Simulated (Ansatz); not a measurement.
# BN (R3m) in Ansatz: single point with PBE

Aim: the single point of BN with PBE.

All numbers are computed with Ansatz 0.2.0; they aren't measurements. Logs are shortened: lines on timing, memory, paths and dates and some standing lists are left out, and cuts for length are marked.

## Step 1: Starting point

It takes space group R3m (No. 160, trigonal). The conventional cell has a = 2.502 Å, b = 2.502 Å, c = 10.119 Å, α = 90.00°, β = 90.00°, γ = 120.00°. N (site symmetry 3m) has 3 B at 1.44 Å as nearest neighbours. B (site symmetry 3m) is surrounded by 3 N at 1.44 Å.

The cell is a database's computed one.

## Step 2: Single point, PBE

input.yaml reads:

```yaml
crystal:
  lattice:
    - [1.2511217832, 0.7223354983, 3.3729344033]
    - [-1.2511217832, 0.7223354983, 3.3729344033]
    - [0.0, -1.4446709966, 3.3729344033]
  atoms:
    - { symbol: "N", position: [0.6672382, 0.6672382, 0.6672382] }
    - { symbol: B, position: [0.0003288, 0.0003288, 0.0003288] }
kpoints:
  mp_grid: { grid: [8, 8, 8] }
scf:
  occupations: { method: fermi_dirac, width: 0.05 }
hamiltonian:
  xc: pbe
  pseudopotentials: { kind: all_electron, datasets: crystal }
output:
  forces: true
  stress: true
  eigenvalues: true
  elf: true
  volumetric_format: npy
```

Potentials or basis: all-electron PAW datasets made for the crystal.

Command:

```
> ansatz run input.yaml --threads 1 --pin off --max-ram 3072MiB --backend cpu --events-out ev --progress --plain --runs-dir out
```

What it wrote:

```text
Warning: RAYON_NUM_THREADS=1 ignored (pool sized by the plan → 1); use --threads N
basis.fft_grid_basis auto: the FFT boxes are laid along the combinations [[1, 0, -1], [0, 1, -1], [0, 0, 1]] of the cell's own vectors, 2.502, 2.502 and 3.669 Å long. The dense box has 20×20×30 points. Along the cell's own vectors, as sized, it would have 30×30×30, 2.25 times as many. Of the 6 symmetry operations that the crystal satisfies within crystal.symmetry.tolerance (time reversal apart; of a slab, those that keep its plane) the dense box along the cell's own vectors carries 6, and the one as laid loses 4 of those. basis.fft_grid_basis: typed keeps the cell's own vectors: state it where this run's energies or levels are differenced outside the engine with another run's, or held beside a run that keeps those vectors.
hamiltonian.pseudopotentials.datasets: crystal makes datasets for this crystal and solves the spheres of its atoms anew in each pass: cutoff 580.0 eV, the density's 2320.0 eV; for an error of 0.50 meV an atom under PBE, 1.0 meV for the cell; an energy difference from a run of another recipe may be off by several times the error for the cell, under r2SCAN by more, where some 0.1 meV an atom stays at smaller errors; B in spheres of 0.651 Å, 3 of its electrons in bands, 2 on its site; N in spheres of 0.788 Å, 5 of its electrons in bands; only band paths and densities of states list, in semicore columns, the levels of the semicore shells that are solved separately: 1s of B
Engine: ansatz 0.2.0, aarch64-unknown-linux-gnu
Pseudopotentials: kind: all_electron
Pseudopotential: N, paw, valence charge 5, recommended cutoff 580 eV (normal), crystal/all_electron/pbe/scalar/gaussian/N, Koelling and Harmon's equation, gaussian nucleus
Pseudopotential: B, paw, valence charge 5, recommended cutoff 580 eV (normal), crystal/all_electron/pbe/scalar/gaussian/B, Koelling and Harmon's equation, gaussian nucleus
Functional definition: PBE
  parameter kappa = 0.804
  parameter beta = 0.06672455060314922
  exchange = pbe_x(kappa = kappa, mu = beta*pi^2/3)
  correlation = pbe_c(beta = beta)
Crystal: 2 atoms, lattice volume = 18.289 Å³
Basis set: ecut = 580 eV, 565 PW (Γ), FFT grids on a1−a3, a2−a3, a3, exchange–correlation on 40×40×60 points (8 copies of the dense FFT grid, shifted against one another)
Bands: 8, of which v1, the nominal top of the filled ones, is band 4 counted from 1 (3 counted from 0)
Symmetry: 6 space group operations
Space group: R3m (ITA 160), of the structure as read, at distance tolerance 2.6e-5 Å
k-points: 65 of 512 (time reversal used)
Non-local potential: N, projectors of the file, l = 0: 1, l = 1: 1
Non-local potential: B, projectors of the file, l = 0: 1, l = 1: 1
PAW form: soft (Blöchl's): semilocal exchange-correlation on the pseudo side does not see the compensation charge
PAW one-centre angular grid: N, 110 points (default); XC on its mesh's 1877 points in the sphere
PAW one-centre angular grid: B, 110 points (default); XC on its mesh's 1835 points in the sphere
Initial density: superposition of atomic densities (neutral atoms: chi_scale 0, normalization atom)
Initial wavefunctions: pseudopotential atomic-orbital guess
Functional: x = pbe(κ = 0.804, μ = 0.2195149727645171), c = pbe(β = 0.06672455060314922)
iter 1 solved again at ethr=6.58e-2 eV; its pass at ethr=1.00e-1 eV (dr2=5.27e0 eV) is discarded
SCF iter   1: F=—  HF=-2170.400514 eV  |F-HF|=—  |Δ(HF+E_count)|=         —  Δρ=1.75e-1  dr2=5.29e0  ethr=6.58e-2  ⟨swp⟩=2.0  Hψ=3161  notcnv=0
preconditioner: auto → none  [insulator: Δε(μ)=6.088 eV  Ē_g=19.975 eV  σ=0.050 eV  W_gap=1.00  n_scr=2 (ndim 8)  ℏωp=24.6 eV  f_vac=0.000  D(μ)=0.00/eV (n_scr^D=0)  ε∞_Penn≈2.5]
SCF iter   2: F=—  HF=-2168.951419 eV  |F-HF|=—  |Δ(HF+E_count)|=    1.45e0  Δρ=7.42e-2  dr2=5.63e-1  ethr=6.58e-2  ⟨swp⟩=3.2  Hψ=1304  notcnv=0  defer=1
SCF iter   3: F=—  HF=-2168.819616 eV  |F-HF|=—  |Δ(HF+E_count)|=   1.32e-1  Δρ=2.28e-2  dr2=6.58e-2  ethr=7.04e-3  ⟨swp⟩=3.0  Hψ=1137  notcnv=0  defer=3
SCF iter   4: F=—  HF=-2168.821465 eV  |F-HF|=—  |Δ(HF+E_count)|=   1.85e-3  Δρ=7.47e-3  dr2=7.29e-3  ethr=8.22e-4  ⟨swp⟩=2.6  Hψ=1097  notcnv=0  defer=6
iter 5 solved again at ethr=1.97e-6 eV; its pass at ethr=9.11e-5 eV (dr2=1.58e-4 eV) is discarded
SCF iter   5: F=—  HF=-2168.822767 eV  |F-HF|=—  |Δ(HF+E_count)|=   1.30e-3  Δρ=1.14e-3  dr2=1.55e-4  ethr=1.97e-6  ⟨swp⟩=2.6  Hψ=2662  notcnv=0
SCF iter   6: F=—  HF=-2168.822856 eV  |F-HF|=—  |Δ(HF+E_count)|=   8.95e-5  Δρ=2.25e-4  dr2=5.24e-6  ethr=1.94e-6  ⟨swp⟩=2.9  Hψ=840  notcnv=0
SCF iter   7: F=-2168.822865 eV  HF=-2168.822865 eV  |F-HF|=3.89e-8  |Δ(HF+E_count)|=   9.06e-6  Δρ=1.59e-5  dr2=1.06e-8  ethr=6.55e-8  ⟨swp⟩=3.0  Hψ=979  notcnv=0
SCF 1 converged in 7 iterations: F = -2168.822863 eV  dr2 = 1.06e-8
  Residual-converged pass: ⟨swp⟩=4.5  Hψ=1331  notcnv=0  max |occ|·‖R‖ = 5.2e-6 eV (tolerance 5.3e-6 eV)  dr2=9.76e-9  dr2_onsite=6.18e-8  max |Δocc| = 0.0e0
SCF converged after 7 iterations
Free energy (F): -2168.822863 eV
Harris-Foulkes:  -2168.822863 eV  (|F-HF|=3.89e-8)
Internal energy: -2168.822863 eV  (E = F + TS)
E sigma→0 (E₀):  -2168.822863 eV
Past the cutoff: the bands carry plane waves up to 1.75 times it, of which those up to 1.5 times it add -0.000144 eV an atom, each by itself; the spheres take 0.000144 eV an atom off the energy for waves past 1.75 times it
By the cutoff:   a pressure is off by up to 0.007 GPa (1.2 times the spheres' own share and the shells' term, over an atom's volume, and 0.004 GPa: a bound that held against runs at twice the plane waves)
Past the cutoffs: a stress includes 0.0047 GPa for waves and charges beyond them, in addition to the slope of what the spheres take
In the spheres:  the bands' charges fall short by 7.1e-8 e at most (sound up to 1e-3), those of shells solved beside the bands by 1.0e-8 e (sound up to 5e-4)
Fermi energy:    6.919012 eV
--- Per-component energies (eV) ---
  E_band       = -18.824043
  E_kinetic    = 190.696644
  E_local      = -611.458624  (includes V_loc(G=0)·N_el)
  E_nonlocal   = -3.989028
  E_hartree    = 232.050717
  E_xc         = -92.869042
  E_vxc        = -121.812986  (∫ρ·V_xc dr)
  E_paw        = -2634.226481  (= ΣΔE_a)
  E_vpaw       = -1046.411777  (= ΣTr[D̂ρ^β])
  E_ewald      = -359.078319
  E_smearing   = -0.000000  (= −TS)
  E_closure    = 1110.051270  (closes the sum)
  Σ components = -2168.822863   (vs F -2168.822863, Δ=0.00e0)
  The terms above E_closure are by the made datasets' own strengths, without shells solved beside the bands.
--- Forces (eV/Å), atoms counted from 1 ---
  atom   1  N      0.00000000     0.00000000    -0.00306458
  atom   2  B      0.00000000    -0.00000000     0.00304194
  max |Σ_I F_I| component: 2.26e-5 eV/Å
--- Stress (GPa, compression-positive) ---
        4.101730       0.000000       0.000000
        0.000000       4.101730      -0.000000
        0.000000      -0.000000       2.374118
  P = ⅓ Tr σ = 3.5259 GPa (35.259 kbar)
  It holds what live shells' own plane waves past their cutoff add
--- Band table (eV; the first three rows and the last of 65) ---
  k-point 0: bands = ["-13.0205", "0.5741", "3.4626", "3.4626", "9.9289", "16.4477"]
  k-point 1: bands = ["-12.7125", "0.9075", "2.2605", "2.9221", "10.5355", "16.3060"]
  k-point 2: bands = ["-11.8323", "-0.3300", "1.8549", "1.8799", "11.9597", "14.4729"]
  k-point 64: bands = ["-12.7620", "-1.3770", "3.4454", "3.4454", "14.8684", "16.3778"]
```

It took 12 s on 1 thread of Arm Neoverse N1, shared host; peak memory 0.42 GiB.

What came out:

```yaml
Free_energy: -2168.8229 eV
Pressure: 3.5 GPa
Largest_force: 0.003 eV/Å
Band_gap_on_the_k_mesh: 4.29 eV, indirect (least direct gap 4.95 eV)
```

Forces in eV/Å, atoms in the order of the input:
```
N    0.000  0.000 -0.003
B    0.000  0.000  0.003
```

Stress tensor (GPa, compression positive):
```
4.10 0.00 0.00
0.00 4.10 0.00
0.00 0.00 2.37
```

A k mesh can miss the band edges. PBE gaps usually lie below the measured ones, often by a third to a half.
